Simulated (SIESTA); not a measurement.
Crystal: ZnSe (Stilleite).

```xyz
2
Lattice="0.0000 2.8338 2.8338 2.8338 0.0000 2.8338 2.8338 2.8338 0.0000" Properties=species:S:1:pos:R:3 pbc="T T T"
Se    4.2507    4.2507    4.2507
Zn    0.0000    0.0000    0.0000
```

Base run:

```yaml
Program: SIESTA 5.4.2
Functional: PBE
Potentials_or_basis: PseudoDojo 0.4 standard (PBE files, fully relativistic)
Basis: DZP (energy shift 0.003 Ry; two zetas on semicore shells)
Grid_cutoff: 800 Ry
Energy_shift: 0.003 Ry
k_mesh: 8 × 8 × 8
Occupations: fermi-dirac, width 0.05 eV
Spin: non-collinear spin, zero start, spin-orbit coupling
Starting_moments: "[[0.0, 0.0, 0.0], [0.0, 0.0, 0.0]] μB"
```

Its results: band gap on the k mesh 1.47 eV, direct; pressure 2.5 GPa.

Question: The run is repeated on the same cell with these changes: potentials or basis from PseudoDojo 0.4 standard (PBE files, fully relativistic) to PseudoDojo 0.4 standard (PBE files); spin from non-collinear spin, zero start, spin-orbit coupling to no spin polarisation. What comes out?

Answer: Band gap on the k mesh 1.59 eV, direct; pressure 2.4 GPa.

Spin-orbit coupling splits the band edges, which narrows the gap.

Caveats: short orbitals over semicore shells can move pressures by several GPa; the valence orbitals were made in a potential fitted to the semicore shell under them, which widens gaps by tenths of an eV or more; the basis of atomic orbitals isn't converged, which shifts pressures, moduli and gaps.
